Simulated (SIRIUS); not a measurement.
A run of SIRIUS 7.10.0 is set up as follows.

sirius.json

```json
{
  "control": {
    "processing_unit": "cpu",
    "verbosity": 2,
    "num_bands_to_print": 14,
    "print_forces": true,
    "print_stress": true
  },
  "parameters": {
    "electronic_structure_method": "pseudopotential",
    "xc_functionals": ["XC_GGA_X_PBE_SOL", "XC_GGA_C_PBE_SOL"],
    "gk_cutoff": 8.5,
    "pw_cutoff": 17.0,
    "ngridk": [10, 10, 10],
    "shiftk": [0, 0, 0],
    "smearing": "fermi_dirac",
    "smearing_width": 0.0018374661,
    "num_bands": 14,
    "num_mag_dims": 0,
    "num_dft_iter": 100,
    "energy_tol": 1e-08,
    "density_tol": 1e-06
  },
  "iterative_solver": {
    "type": "davidson",
    "min_tolerance": 1e-09,
    "tolerance_scale": [0.1, 0.25]
  },
  "mixer": {
    "type": "anderson",
    "beta": 0.7,
    "max_history": 8
  },
  "settings": {
    "tol_ne": 1e-10,
    "pseudo_grid_cutoff": 6.5
  },
  "unit_cell": {
    "lattice_vectors": [
      [-0.57735026919, 0.57735026919, 0.57735026919],
      [0.57735026919, -0.57735026919, 0.57735026919],
      [0.57735026919, 0.57735026919, -0.57735026919]
    ],
    "lattice_vectors_scale": 6.201388015,
    "atom_coordinate_units": "lattice",
    "atom_types": ["Sn"],
    "atom_files": {
      "Sn": "Sn.json"
    },
    "atoms": {
      "Sn": [
        [0.0, 0.0, 0.0]
      ]
    }
  }
}
```

Potentials or basis: PseudoDojo 0.4.1 PBEsol standard (scalar relativistic).

Command:

```sh
$ upf_to_json Sn.upf
$ OMP_NUM_THREADS=1 sirius.scf --input=sirius.json --output=out.json --task=0
```

(1) What does it give for the pressure?

(2) What does it give for the band gap on the k mesh?

Answers

(1) -2.1 GPa.

(2) none (metal or under the smearing width).
